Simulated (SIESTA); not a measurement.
Runs of SIESTA 5.4.2 on Co. It takes space group P6_3/mmc (No. 194, hexagonal). The conventional cell has a = 2.471 Å, b = 2.471 Å, c = 8.088 Å, α = 90.00°, β = 90.00°, γ = 120.00°. Co (site symmetry -6m2) is surrounded by 12 Co at 2.47 Å. Co (site symmetry -3m) has 12 Co at 2.47 Å as nearest neighbours. 

| task | level | potentials or basis | spin | fixed moment (μB) | k mesh | broadening (eV) | window from (eV) | window to (eV) | energy points | k mesh for the DOS | gap on the mesh (eV) | pressure (GPa) | moment (μB) |
| --- | --- | --- | --- | --- | --- | --- | --- | --- | --- | --- | --- | --- | --- |
| single point | PBE | PseudoDojo 0.4 standard (PBE files), DZP (energy shift 0.003 Ry; two zetas on semicore shells) | collinear, ferromagnetic start | 10.0 | 8 × 8 × 3 | - | - | - | - | - | - | 27.4 | 10.00 |
| band structure | LDA | PseudoDojo 0.4 standard (LDA files), DZP (energy shift 0.003 Ry; two zetas on semicore shells) | collinear, ferromagnetic start | - | 8 × 8 × 3 | - | - | - | - | - | none | -13.8 | 6.50 |
| density of states | PBE | PseudoDojo 0.4 standard (PBE files), DZP (energy shift 0.003 Ry; two zetas on semicore shells) | collinear, zero start | - | 7 × 7 × 2 | 0.05 eV | -25 eV | 5 eV | 201 | 11 × 11 × 3 | none | (b) | 0.00 |
| single point | PBE | PseudoDojo 0.4 standard (PBE files), DZP (energy shift 0.003 Ry; two zetas on semicore shells) | collinear, ferromagnetic start | 4.0 | 8 × 8 × 3 | - | - | - | - | - | - | (c) | 4.00 |
| density of states | PBE | PseudoDojo 0.4 standard (PBE files), DZP (energy shift 0.003 Ry; two zetas on semicore shells) | collinear, antiferromagnetic start | - | 7 × 7 × 2 | 0.05 eV | -25 eV | 5 eV | 201 | 11 × 11 × 3 | none | -1.7 | 0.57 |
| density of states | PBE | PseudoDojo 0.4 standard (PBE files), DZP (energy shift 0.003 Ry; two zetas on semicore shells) | collinear, fm_larger start | - | 7 × 7 × 2 | 0.05 eV | -25 eV | 5 eV | 201 | 11 × 11 × 3 | none | 5.6 | (a) |
| density of states | PBE | PseudoDojo 0.4 standard (PBE files), DZP (energy shift 0.003 Ry; two zetas on semicore shells) | collinear, ferrimagnetic start | - | 7 × 7 × 2 | 0.05 eV | -25 eV | 5 eV | 201 | 11 × 11 × 3 | none | -1.7 | 0.57 |
| density of states | PBE | PseudoDojo 0.4 standard (PBE files), DZP (energy shift 0.003 Ry; two zetas on semicore shells) | collinear, afm_larger start | - | 7 × 7 × 2 | 0.05 eV | -25 eV | 5 eV | 201 | 11 × 11 × 3 | none | -1.7 | 0.57 |

Alike in all rows: cell as given; smearing fermi-dirac 0.05 eV; grid cutoff 800 Ry; energy shift 0.003 Ry; the mesh is coarse, so values aren't converged.

Question: Estimate the missing entries.

Answer: (a) 6.77; (b) -8.6; (c) -3.5.

Caveats: all runs use coarse meshes; short orbitals over semicore shells can move pressures by several GPa; the basis of atomic orbitals isn't converged, which shifts pressures, moduli and gaps; the moment is held away from its start (some runs); the total moment is fixed, so each spin has its own Fermi level (some runs).

A gap of «none» marks a metal or a gap under the smearing width.
